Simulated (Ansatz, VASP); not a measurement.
Two plane-wave programs on KF

```
K F
1.0
     3.27140    0.00000    0.00000
     0.00000    3.27140    0.00000
     0.00000    0.00000    3.27140
K F
1 1
Cartesian
  0.0000 0.0000 0.0000
  1.6357 1.6357 1.6357
```

Alike in both runs: task single point; functional PBE; k mesh 8 × 8 × 8; occupations gaussian, width 0.02 eV; no spin polarisation.

|  | VASP | Ansatz |
| --- | --- | --- |
| version | VASP 6.6.1 | Ansatz 0.2.0 |
| potentials or method | VASP PAW PBE potentials, release 64 (K_sv, F) | scalar-relativistic, plane waves, PAW |
| plane-wave cutoff (eV) | 520 | 420 |
| valence electrons in the cell | 16 | 16 |

```tsv
	VASP	Ansatz	Ansatz less VASP
gap on the k mesh at the Fermi level (eV)	6.18	6.20	+0.016
least direct gap on the mesh (eV)	6.23	6.25	+0.015
pressure (GPa)	-0.4	-0.4	0.00
```

A k mesh can miss the band edges.
